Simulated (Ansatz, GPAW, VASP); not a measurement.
**One calculation of PbS, 4 ways**

```
CELL_PARAMETERS angstrom
0.00000 2.96575 2.96575
2.96575 0.00000 2.96575
2.96575 2.96575 0.00000
ATOMIC_POSITIONS crystal
Pb 0.00000 0.00000 0.00000
S 0.50000 0.50000 0.50000
```

Alike in all runs: task single point; functional PBE; k mesh 8 × 8 × 8; occupations gaussian, width 0.023 eV; no spin polarisation; no spin-orbit coupling. Pressure is positive in compression and, in plane waves, holds the error of the finite cutoff, which Ansatz's Pulay term estimates and takes out.

```json
{"program and potentials": "Ansatz, Ansatz PAW", "plane-wave cutoff (eV)": "420", "notes": "-", "band gap (eV)": "0.36", "pressure (GPa)": "2.23"}
{"program and potentials": "Ansatz, all-electron LAPW, scalar-relativistic", "plane-wave cutoff (eV)": "-", "notes": "-", "band gap (eV)": "0.36", "pressure (GPa)": "2.24"}
{"program and potentials": "VASP, PBE PAW files Pb_d, S, 520 eV", "plane-wave cutoff (eV)": "520", "notes": "-", "band gap (eV)": "0.36", "pressure (GPa)": "2.17"}
{"program and potentials": "GPAW, GPAW PAW data sets (gpaw-data 1.2.1)", "plane-wave cutoff (eV)": "600", "notes": "-", "band gap (eV)": "0.31", "pressure (GPa)": "2.00"}
```

The band gap spans 0.31 (GPAW, GPAW PAW data sets (gpaw-data 1.2.1)) to 0.36 eV (VASP, PBE PAW files Pb_d, S, 520 eV), with all-electron results at 0.36. The pressure spans 2.00 (GPAW, GPAW PAW data sets (gpaw-data 1.2.1)) to 2.24 GPa (Ansatz, all-electron LAPW, scalar-relativistic), with all-electron results at 2.24. Spin-orbit coupling, left out here, moves the band edges of heavy atoms.

The functional is the same throughout but for its coding, so the spread measures potentials, basis and numerics; runs on potential files found faulty are left out.
